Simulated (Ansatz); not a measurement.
Born–Oppenheimer molecular dynamics of a periodic cell of 36 atoms, Be (start crystal Be, start structure hcp, volume 1.05 times the crystal's). It goes on from the last frame of an earlier run, with new velocities.

Level of theory: DFT PBE, scalar-relativistic, plane waves, PAW (Ansatz). Settings: accuracy low, cutoff 420 eV, k mesh 2x2x2, fermi-dirac smearing 0.24 eV, no spin polarisation.

| Quantity | Value |
| --- | --- |
| ensemble | NVT, Langevin thermostat |
| time step | 1 fs |
| steps asked | 100 |
| set temperature | 1680 K |
| friction | 0.05 /fs |
| seed | 655024 |

Frames 2 fs apart, positions in Å.

Velocities at 50.0 fs (Å/ps):

```
Be 8.34 -17.24 -18.94
Be 11.17 5.23 -22.20
Be 3.06 17.62 -17.16
Be 4.62 2.77 -3.13
Be -3.94 7.46 -11.11
Be 9.57 -2.73 -11.07
Be -29.92 7.05 8.18
Be 9.31 -12.44 -7.56
Be 1.41 -4.78 -17.52
Be -19.69 10.62 2.86
Be 20.79 16.33 -6.13
Be 9.37 6.29 0.80
Be 10.83 -11.89 -16.14
Be 32.24 1.13 1.75
Be -11.97 -7.70 -6.26
Be 11.96 16.06 14.69
Be -12.16 13.80 -8.91
Be 6.65 -14.31 11.48
Be -27.45 15.03 -1.28
Be 10.90 -6.95 17.43
Be -19.70 14.99 27.80
Be -10.00 -11.89 -10.59
Be -14.89 0.17 15.80
Be -10.64 1.85 20.26
Be 14.37 -9.78 15.30
Be 12.69 -12.67 19.64
Be -6.49 2.78 -19.69
Be 8.06 8.20 7.75
Be 0.32 16.30 17.36
Be 5.87 8.72 17.85
Be -12.70 2.12 5.59
Be 15.06 13.96 -6.24
Be -4.93 -7.79 7.31
Be 4.79 -27.76 6.49
Be 3.28 0.47 22.94
Be 1.44 10.63 -8.46
```

```xyz
36
Lattice="6.9826 0.0000 0.0000 -3.4913 6.0471 0.0000 0.0000 0.0000 7.2945" Properties=species:S:1:pos:R:3 time_fs=50.0 energy_less_start_eV=-3.465 T=1816
Be -0.002 -0.066 0.044
Be 0.203 1.486 1.742
Be -0.086 0.157 3.792
Be -0.449 1.108 5.502
Be -0.941 2.181 0.086
Be -0.921 3.697 1.749
Be -0.916 2.551 3.701
Be -1.157 3.784 5.787
Be -2.010 4.223 0.243
Be -2.150 5.791 1.524
Be -2.535 4.307 4.106
Be -2.214 5.795 5.406
Be 2.477 -0.172 0.034
Be 2.250 1.536 1.775
Be 2.316 -0.011 3.820
Be 2.680 1.046 5.632
Be 1.006 1.745 -0.515
Be 1.344 3.644 2.351
Be 1.273 2.094 3.855
Be 0.878 3.203 5.739
Be 0.190 4.124 0.033
Be 0.031 5.579 1.731
Be -0.026 4.408 3.706
Be 0.398 5.299 5.182
Be 4.465 0.103 -0.457
Be 4.717 1.200 1.554
Be 4.708 0.006 3.445
Be 4.542 1.898 5.964
Be 2.920 1.877 -0.035
Be 3.548 3.299 1.722
Be 3.421 2.203 3.659
Be 2.921 3.020 5.676
Be 2.226 4.037 0.326
Be 2.518 5.511 1.941
Be 2.011 4.155 4.118
Be 2.893 5.214 5.625
36
Lattice="6.9826 0.0000 0.0000 -3.4913 6.0471 0.0000 0.0000 0.0000 7.2945" Properties=species:S:1:pos:R:3 time_fs=52.0 energy_less_start_eV=-3.716 T=2072
Be 0.014 -0.085 0.012
Be 0.219 1.494 1.692
Be -0.059 0.189 3.766
Be -0.434 1.123 5.493
Be -0.957 2.192 0.064
Be -0.899 3.697 1.732
Be -0.987 2.554 3.711
Be -1.127 3.763 5.775
Be -2.013 4.210 0.201
Be -2.194 5.811 1.534
Be -2.489 4.342 4.088
Be -2.205 5.790 5.416
Be 2.490 -0.189 -0.003
Be 2.309 1.555 1.791
Be 2.298 -0.029 3.809
Be 2.704 1.080 5.657
Be 0.989 1.761 -0.517
Be 1.357 3.608 2.374
Be 1.217 2.120 3.857
Be 0.903 3.194 5.779
Be 0.162 4.160 0.087
Be 0.011 5.548 1.707
Be -0.057 4.402 3.733
Be 0.375 5.305 5.229
Be 4.499 0.074 -0.419
Be 4.752 1.172 1.591
Be 4.694 0.005 3.411
Be 4.562 1.909 5.966
Be 2.927 1.915 0.016
Be 3.568 3.323 1.749
Be 3.392 2.206 3.676
Be 2.960 3.050 5.655
Be 2.219 4.016 0.335
Be 2.529 5.471 1.955
Be 2.016 4.149 4.164
Be 2.904 5.238 5.609
36
Lattice="6.9826 0.0000 0.0000 -3.4913 6.0471 0.0000 0.0000 0.0000 7.2945" Properties=species:S:1:pos:R:3 time_fs=54.0 energy_less_start_eV=-3.958 T=2193
Be 0.033 -0.093 -0.031
Be 0.235 1.501 1.649
Be -0.017 0.214 3.744
Be -0.414 1.155 5.485
Be -0.986 2.198 0.031
Be -0.870 3.701 1.721
Be -1.047 2.540 3.727
Be -1.096 3.755 5.754
Be -2.032 4.195 0.155
Be -2.236 5.836 1.549
Be -2.437 4.360 4.063
Be -2.213 5.778 5.440
Be 2.493 -0.197 -0.045
Be 2.354 1.583 1.825
Be 2.292 -0.025 3.799
Be 2.713 1.126 5.680
Be 0.975 1.754 -0.504
Be 1.370 3.574 2.387
Be 1.174 2.158 3.869
Be 0.907 3.190 5.812
Be 0.158 4.200 0.122
Be -0.005 5.516 1.692
Be -0.091 4.381 3.751
Be 0.354 5.307 5.278
Be 4.549 0.039 -0.386
Be 4.785 1.145 1.613
Be 4.688 0.003 3.388
Be 4.586 1.922 5.951
Be 2.933 1.972 0.072
Be 3.597 3.366 1.783
Be 3.369 2.197 3.707
Be 3.008 3.085 5.630
Be 2.215 3.977 0.336
Be 2.534 5.427 1.971
Be 2.032 4.129 4.218
Be 2.916 5.268 5.589
36
Lattice="6.9826 0.0000 0.0000 -3.4913 6.0471 0.0000 0.0000 0.0000 7.2945" Properties=species:S:1:pos:R:3 time_fs=56.0 energy_less_start_eV=-4.237 T=1975
Be 0.033 -0.091 -0.070
Be 0.256 1.514 1.615
Be 0.026 0.234 3.711
Be -0.405 1.200 5.477
Be -1.013 2.214 -0.008
Be -0.850 3.711 1.720
Be -1.115 2.513 3.743
Be -1.070 3.752 5.713
Be -2.061 4.190 0.120
Be -2.271 5.853 1.569
Be -2.380 4.367 4.041
Be -2.222 5.769 5.469
Be 2.496 -0.196 -0.081
Be 2.383 1.601 1.872
Be 2.294 -0.006 3.801
Be 2.713 1.170 5.697
Be 0.965 1.739 -0.471
Be 1.379 3.560 2.403
Be 1.138 2.191 3.887
Be 0.908 3.200 5.834
Be 0.140 4.231 0.139
Be -0.012 5.493 1.682
Be -0.120 4.354 3.761
Be 0.327 5.301 5.307
Be 4.588 0.007 -0.356
Be 4.816 1.133 1.637
Be 4.674 0.005 3.378
Be 4.612 1.938 5.919
Be 2.947 2.028 0.119
Be 3.630 3.413 1.823
Be 3.345 2.167 3.725
Be 3.050 3.125 5.602
Be 2.205 3.938 0.339
Be 2.516 5.377 1.971
Be 2.061 4.120 4.256
Be 2.913 5.292 5.561
36
Lattice="6.9826 0.0000 0.0000 -3.4913 6.0471 0.0000 0.0000 0.0000 7.2945" Properties=species:S:1:pos:R:3 time_fs=58.0 energy_less_start_eV=-4.537 T=1678
Be 0.034 -0.088 -0.097
Be 0.260 1.515 1.587
Be 0.051 0.246 3.668
Be -0.398 1.245 5.471
Be -1.047 2.239 -0.034
Be -0.848 3.710 1.732
Be -1.179 2.495 3.753
Be -1.046 3.737 5.667
Be -2.096 4.188 0.093
Be -2.304 5.859 1.599
Be -2.328 4.370 4.022
Be -2.229 5.776 5.493
Be 2.505 -0.186 -0.098
Be 2.399 1.602 1.925
Be 2.295 0.010 3.797
Be 2.716 1.196 5.710
Be 0.962 1.718 -0.428
Be 1.385 3.557 2.410
Be 1.114 2.230 3.906
Be 0.907 3.224 5.848
Be 0.123 4.258 0.148
Be -0.009 5.474 1.675
Be -0.137 4.310 3.767
Be 0.291 5.308 5.321
Be 4.620 -0.022 -0.320
Be 4.825 1.122 1.649
Be 4.657 0.010 3.359
Be 4.636 1.959 5.872
Be 2.973 2.082 0.155
Be 3.663 3.464 1.865
Be 3.330 2.134 3.732
Be 3.091 3.169 5.577
Be 2.195 3.895 0.336
Be 2.489 5.323 1.950
Be 2.087 4.107 4.284
Be 2.909 5.309 5.523
36
Lattice="6.9826 0.0000 0.0000 -3.4913 6.0471 0.0000 0.0000 0.0000 7.2945" Properties=species:S:1:pos:R:3 time_fs=60.0 energy_less_start_eV=-4.815 T=1911
Be 0.032 -0.085 -0.118
Be 0.261 1.515 1.565
Be 0.063 0.241 3.624
Be -0.385 1.291 5.455
Be -1.080 2.268 -0.042
Be -0.857 3.698 1.730
Be -1.237 2.485 3.757
Be -1.014 3.708 5.625
Be -2.141 4.183 0.071
Be -2.338 5.861 1.631
Be -2.309 4.377 3.993
Be -2.234 5.803 5.533
Be 2.511 -0.176 -0.100
Be 2.408 1.594 1.966
Be 2.292 0.040 3.785
Be 2.712 1.218 5.713
Be 0.957 1.690 -0.386
Be 1.388 3.556 2.414
Be 1.098 2.270 3.932
Be 0.908 3.254 5.861
Be 0.109 4.272 0.148
Be 0.008 5.467 1.665
Be -0.140 4.263 3.768
Be 0.262 5.323 5.329
Be 4.662 -0.047 -0.280
Be 4.818 1.107 1.654
Be 4.628 0.021 3.342
Be 4.649 1.963 5.817
Be 3.003 2.134 0.196
Be 3.708 3.502 1.903
Be 3.319 2.101 3.745
Be 3.121 3.214 5.562
Be 2.176 3.864 0.319
Be 2.459 5.277 1.916
Be 2.113 4.091 4.302
Be 2.898 5.305 5.495
```

Of the whole run (100 fs, mean temperature of the second half 1888 K): The mean temperature of the second half is 12 % above the set value. A run of 0.1 ps of so small a system gives no equilibrium averages. Limits of this set-up: coarse k mesh, low accuracy level.

Time of the run: 14 min on 1 thread of Arm Neoverse V1, on a shared host, peak memory 0.7 GiB.
